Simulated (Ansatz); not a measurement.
GaN (h-MgO type), relaxed with r2SCAN, was run in Ansatz under altered settings. All numbers are computed, without spin polarisation but where a row says otherwise.

```xyz
4
Lattice="3.3000 0.0000 0.0000 -1.6500 2.8579 0.0000 0.0000 0.0000 4.7559" Properties=species:S:1:pos:R:3 pbc="T T T"
Ga    0.0000    1.9053    1.1890
Ga    1.6500    0.9526    3.5669
N     1.6500    0.9526    1.1890
N     0.0000    1.9053    3.5669
```

The base run's other keys:
```yaml
kpoints:
  mp_grid: { grid: [6, 6, 2] }
hamiltonian:
  xc: hse06
scf:
  occupations: { method: fixed }
  n_extra_bands: 5
```

It takes 15 iterations with 915 plane waves at 420 eV and 14 k points, and leaves a mean stress of -0.15 GPa. The gap over this mesh is 2.677 eV. It ran on 4 threads of Arm Neoverse N1 (shared host).

Outcomes, with energy and stress as changes against the base:
```csv
setting,outcome,ΔF (meV/atom),Δ mean stress (GPa),gap on the mesh (eV),iterations,wall time
"PBE hybrid, exx coeff 0.5, omega 0.2078 1/Å",converged,–,-5.9,4.018,18,16 s
scf.exx.singularity: wigner_seitz,converged,0.0,0.0,2.677,15,14 s
"scf.exx.q_mesh: [5, 5, 5]",refused,–,–,–,–,0.81 s
scf.occupations: fermi_dirac 0.05,converged,0.0,0.0,2.677,14,14 s
```
A dash marks a value that wasn't obtained or can't be compared. Stress is positive in compression. The base took 14 s. The base's mesh is coarse for a hybrid, so its own values aren't converged.

- PBE hybrid, exx coeff 0.5, omega 0.2078 1/Å. That is 50 % exact exchange, screened with ω = 0.2078 1/Å, against HSE06's 25 % screened at 0.208 1/Å. The mean stress moves by -5.9 GPa and the gap on the mesh by +1.341 eV (to 4.018). Totals of different functionals aren't comparable. The program warns that on this mesh the truncation of the exchange isn't bounded, so part of the change can be an error of the mesh.
- scf.exx.q_mesh: [5, 5, 5]. The input is refused before any iteration. Error: invalid value for `scf.exx.q_mesh`: must divide elementwise kpoints.mp_grid.grid

Within 1 meV an atom, 0.1 GPa and 0.005 eV of the base stay: scf.exx.singularity: wigner_seitz; scf.occupations: fermi_dirac 0.05.

Spin-orbit coupling is left out.

The program warns that its thresholds are loose for a hybrid's stress.

The meshes of the hybrids are coarse, so their gaps aren't converged to the digits shown.
